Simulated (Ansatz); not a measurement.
## Comparing deformations in MoS₂

These are results of Ansatz 0.2.0, DFT PBE+D3(BJ), scalar-relativistic, plane waves, PAW, not measurements. The runs took a 420 eV cutoff, a Γ-centred 12×12×4 mesh and Gaussian smearing (0.05 eV). No spin polarisation. Energies are free energies at this smearing, counted from the undisturbed cell; pressure is positive in compression.

The undisturbed cell (relaxed at this level; this form isn't the usual structure):

```yaml
crystal:
  lattice:
    - [3.14972, 0.00000, 0.00000]
    - [-1.57486, 2.72774, 0.00000]
    - [0.00000, 0.00000, 6.64754]
  atoms:
    - { symbol: Mo, position: [0.00000, 0.00000, 0.00000] }
    - { symbol: S, position: [0.33333, 0.66667, 0.23567] }
    - { symbol: S, position: [0.33333, 0.66667, 0.76433] }
```

The cell is strained by ε times a Voigt pattern (xx, yy, zz, yz, xz, xy; engineering shear) with fractional coordinates fixed. τ = (1/V0) dE/dε comes from the stress tensor. Of each scan, only the three points used here are listed.

| pattern | ε | τ (GPa) |
| --- | --- | --- |
| (0, 0, 1, 0, 0, 0) | -0.0250 | -7.38 |
| (0, 0, 1, 0, 0, 0) | 0.0000 | -0.01 |
| (0, 0, 1, 0, 0, 0) | 0.0250 | 6.54 |
| (0, 0, 0, 0, 1, 0) | -0.0100 | -1.25 |
| (0, 0, 0, 0, 1, 0) | 0.0000 | 0.00 |
| (0, 0, 0, 0, 1, 0) | 0.0050 | 0.63 |

Question: Which constants do the scans give, and which deformation costs least for the same size of strain tensor?

Answer: The slope dτ/dε at zero (parabola through three points) is pᵀCp: (0, 0, 1, 0, 0, 0) gives C33 = 278 GPa; (0, 0, 0, 0, 1, 0) gives C55 = 125 GPa. The size of the strain tensor, ε:ε, is ε² times 1.0, 0.5. Per unit of it the stiffnesses are 278, 251 GPa, so (0, 0, 0, 0, 1, 0) is the softest of these: at ε:ε = (1 %)² the quadratic term costs 1.49 meV/atom against 1.65 for the stiffest. These are clamped-ion values.

Forces appear on the atoms along this scan, and letting them relax would lower the energy and soften the response. The gap closes along the scan, which can put kinks into the curve.

Cost: 18 runs of about 0.73 core-minutes in all, on AMD EPYC 9R45 (Zen 5) (shared hosts).